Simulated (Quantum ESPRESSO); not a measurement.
Na: single point with PW91+D2

Na:

```
CELL_PARAMETERS angstrom
-2.22467 2.13943 2.10501
2.12331 -2.12596 1.99019
2.22288 2.12418 -2.09155
ATOMIC_POSITIONS crystal
Na 0.00000 0.00000 0.00000
```

```
Program             : Quantum ESPRESSO 7.5
Task                : single point
Functional          : PW91
Dispersion          : D2
Potentials or basis : SPMS 1.0 PBE
Cutoff              : 952 eV
Density cutoff      : 3810 eV
k mesh              : 9 × 9 × 9
Occupations         : fermi-dirac, width 0.05 eV
Spin                : no spin polarisation
Mixing beta         : 0.5
Most SCF iterations : 120
SCF threshold       : 2e-10 Ry
```

The pressure is -1.0 GPa and the band gap on the k mesh is none (metal or under the smearing width).

Stress tensor (GPa, compression positive):
```
-1.07  0.00  0.30
 0.00 -0.95 -0.04
 0.30 -0.04 -0.98
```

Levels at points of the mesh, in eV from the Fermi level:
```tsv
k point	band 1	band 2	band 3	band 4	band 5	band 6	band 7	band 8	band 9	band 10
(0.00, 0.00, 0.00)	-53.16	-25.06	-25.05	-25.05	-3.27	11.10	11.40	12.03	12.35	12.54
```

Run time: 44 s on 1 thread of Intel(R) Xeon(R) Platinum 8488C (Sapphire Rapids), with other jobs on the host, peak memory 0.19 GiB.

Caveat: D2 keeps the scale fitted for PBE; the potentials were made for another functional, which shifts forces and pressure; pairwise dispersion overbinds metals, which lowers pressure and volume.
